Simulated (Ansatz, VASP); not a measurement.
# GaN in VASP and in Ansatz

```
CELL_PARAMETERS angstrom
0.00000 2.24894 2.11400
2.24894 0.00000 2.11400
2.24894 2.24894 0.00000
ATOMIC_POSITIONS crystal
Ga 0.00000 0.00000 0.00000
N 0.75000 0.75000 0.75000
```

Change from the starting cell: strain -0.0600 x Voigt [0, 0, 1, 0, 0, 0], atoms carried along.

Alike in both runs: task single point; functional r2SCAN; k mesh 10 × 10 × 10; occupations gaussian, width 0.05 eV; no spin polarisation.

|  | VASP | Ansatz |
| --- | --- | --- |
| version | VASP 6.6.1 | Ansatz 0.2.0 |
| potentials or method | VASP PAW PBE potentials, release 64 (Ga_d, N) | scalar-relativistic, plane waves, PAW |
| plane-wave cutoff (eV) | 520 | 500 |
| valence electrons in the cell | 18 | 18 |

Ansatz gave:

- gap on the k mesh at the Fermi level (eV): 2.40
- least direct gap on the mesh (eV): 2.40
- pressure (GPa): 13.5
- largest component of the traceless stress (GPa): 4.32

**Question.** Estimate VASP's values.

**Answer.** gap on the k mesh at the Fermi level (eV): 2.39; least direct gap on the mesh (eV): 2.39; pressure (GPa): 14.8; largest component of the traceless stress (GPa): 4.22.

Caveats: the PAW data sets were made with another functional, which shifts forces and pressure a little (VASP).
